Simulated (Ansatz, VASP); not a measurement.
One calculation of HfO2, two programs

```
CELL_PARAMETERS angstrom
0.00000 2.59463 2.59463
2.59463 0.00000 2.59463
2.59463 2.59463 0.00000
ATOMIC_POSITIONS crystal
Hf 0.00000 0.00000 0.00000
O 0.25000 0.25000 0.25000
O 0.75000 0.75000 0.75000
```

Alike in both runs: task single point; functional PBE; k mesh 9 × 9 × 9; no spin polarisation.

|  | VASP | Ansatz |
| --- | --- | --- |
| version | VASP 6.6.1 | Ansatz 0.2.0 |
| potentials or method | VASP PAW PBE potentials, release 64 (Hf_pv, O) | PAW plane waves |
| plane-wave cutoff (eV) | 520 | 420 |
| occupations | fermi-dirac, width 0.1 eV | fermi-dirac |
| valence electrons in the cell | 22 | 38 |

Ansatz gave:

| Quantity | Value |
| --- | --- |
| gap on the k mesh at the Fermi level (eV) | 3.71 |
| pressure (GPa) | -11.7 |

What did VASP give for the same quantities?

gap on the k mesh at the Fermi level (eV): 3.71; pressure (GPa): -14.9.

One of these differences is far larger than is usual between the two programs; its cause wasn't traced. The two sets of potentials don't hold the same shells in valence.

Caveats: spin-orbit coupling is left out, which moves the levels of the heavy elements; an odd mesh through Γ misses points on the zone boundary, where band edges often lie. A hybrid or GW would open this gap; PBE tends to underestimate it.
